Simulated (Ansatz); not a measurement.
# KI (Fm-3m) in Ansatz: convergence with basis error

Aim: find how far basis error must go before the results for KI settle, at PBEsol. This setting moves, with any that are tied to it; all else stays.

Everything below comes from runs of Ansatz 0.2.0. Logs are shortened: lines on timing, memory, paths and dates and some standing lists are left out, and cuts for length are marked.

## Step 1: The structure

The structure is cubic, space group Fm-3m (No. 225). Conventional cell: a = 7.066 Å, b = 7.066 Å, c = 7.066 Å, α = 90.00°, β = 90.00°, γ = 90.00°. Around I (site symmetry m-3m) lie 6 K at 3.53 Å. K (site symmetry m-3m) has 6 I at 3.53 Å as nearest neighbours.

## Step 2: With basis error 0.03 eV/atom

input.yaml

```yaml
crystal:
  lattice:
    - [0.0, 3.532775, 3.532775]
    - [3.532775, 0.0, 3.532775]
    - [3.532775, 3.532775, 0.0]
  atoms:
    - { symbol: I, position: [0.5, 0.5, 0.5] }
    - { symbol: K, position: [0.0, 0.0, 0.0] }
kpoints:
  mp_grid: { grid: [7, 7, 7] }
scf:
  occupations: { method: fermi_dirac, width: 0.05 }
hamiltonian:
  xc: pbesol
  pseudopotentials: { kind: all_electron, lapw: { basis_error: 0.03 } }
output:
  forces: true
  stress: true
  eigenvalues: true
```

Potentials or basis: all-electron LAPW, scalar-relativistic.

Started as:

```
$ ansatz run input.yaml --threads 1 --pin off --max-ram 3072MiB --backend cpu --events-out ev --progress --plain --runs-dir out
```

Wall time 1.7 s (1 thread of Intel Xeon Platinum 8375C at 2.90GHz (Ice Lake), shared host); peak memory 0.23 GiB.

What came out:

```
Free energy            : -209927.0834 eV
Pressure               : -0.2 GPa
Band gap on the k mesh : 3.82 eV, direct
```

## Step 3: With basis error 0.01 eV/atom

input.yaml, as its differences from that of step 2:

```diff
@@ -14,3 +14,3 @@
   xc: pbesol
-  pseudopotentials: { kind: all_electron, lapw: { basis_error: 0.03 } }
+  pseudopotentials: { kind: all_electron, lapw: { basis_error: 0.01 } }
 output:
```

Potentials or basis: all-electron LAPW, scalar-relativistic.

Started as:

```
$ ansatz run input.yaml --threads 1 --pin off --max-ram 3072MiB --backend cpu --events-out ev --progress --plain --runs-dir out
```

Wall time 2.3 s (1 thread of Intel Xeon Platinum 8375C at 2.90GHz (Ice Lake), shared host); peak memory 0.26 GiB.

What came out:

```
Free energy            : -209927.0940 eV
Pressure               : -0.3 GPa
Band gap on the k mesh : 3.82 eV, direct
```

## Step 4: With basis error 0.003 eV/atom

input.yaml, as its differences from that of step 3:

```diff
@@ -14,3 +14,3 @@
   xc: pbesol
-  pseudopotentials: { kind: all_electron, lapw: { basis_error: 0.01 } }
+  pseudopotentials: { kind: all_electron, lapw: { basis_error: 0.003 } }
 output:
```

Started as:

```
$ ansatz run input.yaml --threads 1 --pin off --max-ram 3072MiB --backend cpu --events-out ev --progress --plain --runs-dir out
```

Wall time 2.6 s (1 thread of Intel Xeon Platinum 8375C at 2.90GHz (Ice Lake), shared host); peak memory 0.27 GiB.

What came out:

```yaml
Free_energy: -209927.0978 eV
Pressure: -0.3 GPa
Band_gap_on_the_k_mesh: 3.82 eV, direct
```

## Step 5: With basis error 0.001 eV/atom

input.yaml, as its differences from that of step 4:

```diff
@@ -14,3 +14,3 @@
   xc: pbesol
-  pseudopotentials: { kind: all_electron, lapw: { basis_error: 0.003 } }
+  pseudopotentials: { kind: all_electron, lapw: { basis_error: 0.001 } }
 output:
```

Started as:

```
$ ansatz run input.yaml --threads 1 --pin off --max-ram 3072MiB --backend cpu --events-out ev --progress --plain --runs-dir out
```

It took 4.2 s on 1 thread of Intel Xeon Platinum 8375C at 2.90GHz (Ice Lake), shared host; peak memory 0.27 GiB.

What came out:

```yaml
Free_energy: -209927.0989 eV
Pressure: -0.3 GPa
Band_gap_on_the_k_mesh: 3.82 eV, direct
```

## Step 6: With basis error 0.0003 eV/atom

input.yaml, as its differences from that of step 5:

```diff
@@ -14,3 +14,3 @@
   xc: pbesol
-  pseudopotentials: { kind: all_electron, lapw: { basis_error: 0.001 } }
+  pseudopotentials: { kind: all_electron, lapw: { basis_error: 0.0003 } }
 output:
```

Potentials or basis: all-electron LAPW, scalar-relativistic.

Started as:

```
$ ansatz run input.yaml --threads 1 --pin off --max-ram 3072MiB --backend cpu --events-out ev --progress --plain --runs-dir out
```

Run time: 4.5 s. Hardware: 1 thread of Intel Xeon Platinum 8375C at 2.90GHz (Ice Lake), shared host; peak memory 0.31 GiB.

The run converged. Its results:

| Item | Value |
| --- | --- |
| Free energy | -209927.0993 eV |
| Pressure | -0.3 GPa |
| Band gap on the k mesh | 3.82 eV, direct |

## Step 7: With basis error 0.0001 eV/atom

input.yaml, as its differences from that of step 6:

```diff
@@ -14,3 +14,3 @@
   xc: pbesol
-  pseudopotentials: { kind: all_electron, lapw: { basis_error: 0.0003 } }
+  pseudopotentials: { kind: all_electron, lapw: { basis_error: 0.0001 } }
 output:
```

Potentials or basis: all-electron LAPW, scalar-relativistic.

Started as:

```
$ ansatz run input.yaml --threads 1 --pin off --max-ram 3072MiB --backend cpu --events-out ev --progress --plain --runs-dir out
```

Standard output:

```text
Warning: RAYON_NUM_THREADS=1 ignored (pool sized by the plan → 1); use --threads N
LAPW: plane waves up to 6.346 Å⁻¹, error target 1.0e-4 eV per atom; small_component_spin mean_spin; K in spheres of 1.726 Å, 9 of its electrons in bands, Dirac shells []; I in spheres of 1.807 Å, 25 of its electrons in bands, Dirac shells [] (how accurate: hamiltonian.pseudopotentials.lapw.basis_error, Limitations)
Engine: ansatz 0.2.0, x86_64-unknown-linux-gnu
Pseudopotentials: kind: all_electron
Pseudopotential: I, LAPW, valence charge 25, lapw/all_electron/scalar/gaussian/I, Koelling and Harmon's equation, gaussian nucleus
Pseudopotential: K, LAPW, valence charge 9, lapw/all_electron/scalar/gaussian/K, Koelling and Harmon's equation, gaussian nucleus
Functional definition: PBEsol
  exchange = pbesol_x
  correlation = pbesol_c
Crystal: 2 atoms, lattice volume = 88.182 Å³
Basis set: ecut = 153.41679465900327 eV, 339 PW (Γ), exchange–correlation at level 2
Bands: 21, of which v1, the nominal top of the filled ones, is band 17 counted from 1 (16 counted from 0)
Symmetry: 48 space group operations
Space group: Fm-3m (ITA 225), of the structure as read, at distance tolerance 4.5e-5 Å
k-points: 20 of 343
Non-local potential: I, projectors of the file, none
Non-local potential: K, projectors of the file, none
Initial density: superposition of atomic densities (chi_scale 0.1, normalization cell, long waves kept (reshape's long-wave potential 0.00 eV rms))
Initial wavefunctions: plane waves of lowest kinetic energy (no species holds an atomic orbital)
Functional: x = pbesol(κ = 0.804, μ = 0.12345679012345678), c = pbesol(β = 0.046)
iter 1 solved again at ethr=6.22e-4 eV; its pass at ethr=1.00e-1 eV (dr2=2.11e-1 eV) is discarded
SCF iter   1: F=—  HF=-209927.164202 eV  |F-HF|=—  |Δ(HF+E_count)|=         —  Δρ=8.98e-3  dr2=2.11e-1  ethr=6.22e-4  ⟨swp⟩=2.5  Hψ=2710  notcnv=0
preconditioner: auto → none  [insulator: Δε(μ)=4.055 eV  Ē_g=13.578 eV  σ=0.050 eV  W_gap=1.00  n_scr=14 (ndim 8)  ℏωp=14.8 eV  f_vac=0.095  D(μ)=0.00/eV (n_scr^D=0)  ε∞_Penn≈2.2]
iter 2 solved again at ethr=4.63e-5 eV; its pass at ethr=6.21e-4 eV (dr2=1.58e-2 eV) is discarded
SCF iter   2: F=—  HF=-209927.091445 eV  |F-HF|=—  |Δ(HF+E_count)|=   7.28e-2  Δρ=2.58e-3  dr2=1.57e-2  ethr=4.63e-5  ⟨swp⟩=2.0  Hψ=2258  notcnv=0
SCF iter   3: F=—  HF=-209927.097014 eV  |F-HF|=—  |Δ(HF+E_count)|=         —  Δρ=1.18e-3  dr2=3.37e-3  ethr=4.63e-5  ⟨swp⟩=2.0  Hψ=1376  notcnv=0
the basis was enlarged: its passes take 660.8 KiB over the memory plan, 1 of 1 planned eigensolver slots
SCF iter   4: F=—  HF=-209927.099207 eV  |F-HF|=—  |Δ(HF+E_count)|=   2.19e-3  Δρ=2.02e-4  dr2=7.88e-5  ethr=9.91e-6  ⟨swp⟩=2.8  Hψ=1369  notcnv=0
SCF iter   5: F=—  HF=-209927.099392 eV  |F-HF|=—  |Δ(HF+E_count)|=   1.85e-4  Δρ=3.33e-5  dr2=2.06e-6  ethr=2.32e-7  ⟨swp⟩=3.0  Hψ=1357  notcnv=0
SCF iter   6: F=—  HF=-209927.099398 eV  |F-HF|=—  |Δ(HF+E_count)|=   6.55e-6  Δρ=3.72e-6  dr2=2.16e-8  ethr=6.05e-9  ⟨swp⟩=3.0  Hψ=1363  notcnv=0
SCF iter   7: F=-209927.099398 eV  HF=-209927.099398 eV  |F-HF|=5.12e-9  |Δ(HF+E_count)|=   7.01e-8  Δρ=8.99e-7  dr2=1.17e-9  ethr=6.34e-11  ⟨swp⟩=3.0  Hψ=1425  notcnv=0
SCF 1 converged in 7 iterations: F = -209927.099398 eV  dr2 = 1.17e-9
SCF converged after 7 iterations
Free energy (F): -209927.099398 eV
Harris-Foulkes:  -209927.099398 eV  (|F-HF|=5.12e-9)
Internal energy: -209927.099398 eV  (E = F + TS)
E sigma→0 (E₀):  -209927.099398 eV
Fermi energy:    5.025441 eV
--- Per-component energies (eV) ---
  E_band       = -1539.580788
  E_kinetic    = 221317.873641
  E_xc         = -5747.297336
  E_electrostatic = -425497.675703  (all electrons and nuclei)
  E_smearing   = -0.000000  (= −TS)
  E_closure    = 0.000000  (closes the sum)
  E_atoms      = -209921.316799  (free atoms, spherical and without spin; not in F)
  Σ components = -209927.099398   (vs F -209927.099398, Δ=0.00e0)
  Basis errors (estimates in eV, not in F): energy 6.7e-5 per atom: plane waves 6.2e-5 (5.1e-5 summed), levels above the bands 2.9e-47, relativity 4.3e-9, radial functions 4.4e-6, core shells 5.4e-8; eigenvalues (radial functions only) 1.6e-7; not estimated: angular momenta, meshes, grids; target (lapw.basis_error) 1.0e-4; muffin-tin radii K 1.726 Å, I 1.807 Å
--- Forces (eV/Å), atoms counted from 1 ---
  atom   1  I     -0.00000000    -0.00000000    -0.00000000
  atom   2  K      0.00000000    -0.00000000     0.00000000
  max |Σ_I F_I| component: 6.90e-31 eV/Å
--- Stress (GPa, compression-positive) ---
       -0.285806       0.000000       0.000000
        0.000000      -0.285806       0.000000
        0.000000       0.000000      -0.285806
  P = ⅓ Tr σ = -0.2858 GPa (-2.858 kbar)
--- Band table (eV; the first three rows and the last of 20) ---
  k-point 0: bands = ["-169.6643", "-116.7290", "-116.7290", "-116.7290", "-39.6480", "-39.6480", "-39.6450", "-39.6450", "-39.6450", "-25.2650", "-8.8187", "-8.8187", "-8.8187", "-7.4885", "3.0563", "3.0563", "3.0563", "6.8738", "9.4975", "9.4975", "9.4975"]
  k-point 1: bands = ["-169.6643", "-116.7290", "-116.7290", "-116.7290", "-39.6480", "-39.6480", "-39.6450", "-39.6450", "-39.6450", "-25.2646", "-8.8536", "-8.8191", "-8.8191", "-7.4297", "2.7226", "2.9864", "2.9864", "7.3637", "9.4017", "9.7161", "9.7161"]
  k-point 2: bands = ["-169.6643", "-116.7290", "-116.7290", "-116.7290", "-39.6480", "-39.6480", "-39.6450", "-39.6450", "-39.6450", "-25.2637", "-8.9238", "-8.8201", "-8.8201", "-7.3047", "2.1390", "2.8391", "2.8391", "8.1342", "9.6976", "10.2690", "10.2690"]
  k-point 19: bands = ["-169.6643", "-116.7290", "-116.7290", "-116.7290", "-39.6480", "-39.6480", "-39.6450", "-39.6450", "-39.6450", "-25.2622", "-8.8892", "-8.8538", "-8.8388", "-7.2748", "2.2469", "2.2680", "2.5668", "9.0532", "9.7450", "9.8358", "11.1706"]
```

It took 5.8 s on 1 thread of Intel Xeon Platinum 8375C at 2.90GHz (Ice Lake), shared host; peak memory 0.34 GiB.

Results:

```yaml
Free_energy: -209927.0994 eV
Pressure: -0.3 GPa
Band_gap_on_the_k_mesh: 3.82 eV, direct
```

## Step 8: Result

| basis error | energy less the tightest run, at zero smearing (meV/atom) | pressure (GPa) | SCF cycles | CPU time (s) | peak memory (GiB) |
| --- | --- | --- | --- | --- | --- |
| 0.03 eV/atom | 8.02 | -0.24 | 7 | 1.7 | 0.23 |
| 0.01 eV/atom | 2.71 | -0.27 | 7 | 2.3 | 0.26 |
| 0.003 eV/atom | 0.80 | -0.28 | 7 | 2.6 | 0.27 |
| 0.001 eV/atom | 0.26 | -0.28 | 7 | 4.2 | 0.27 |
| 0.0003 eV/atom | 0.06 | -0.29 | 7 | 4.5 | 0.31 |
| 0.0001 eV/atom | 0.00 | -0.29 | 7 | 5.8 | 0.34 |

Against the tightest run, the energy stays within 1 meV/atom from 0.003 eV/atom on; the pressure stays within 0.1 GPa from 0.03 eV/atom on. The tightest run that finished is the yardstick and may itself not be fully converged.

Caveats: spin-orbit coupling is left out, which moves the levels of the heavy elements; an odd mesh through Γ misses points on the zone boundary, where band edges often lie.
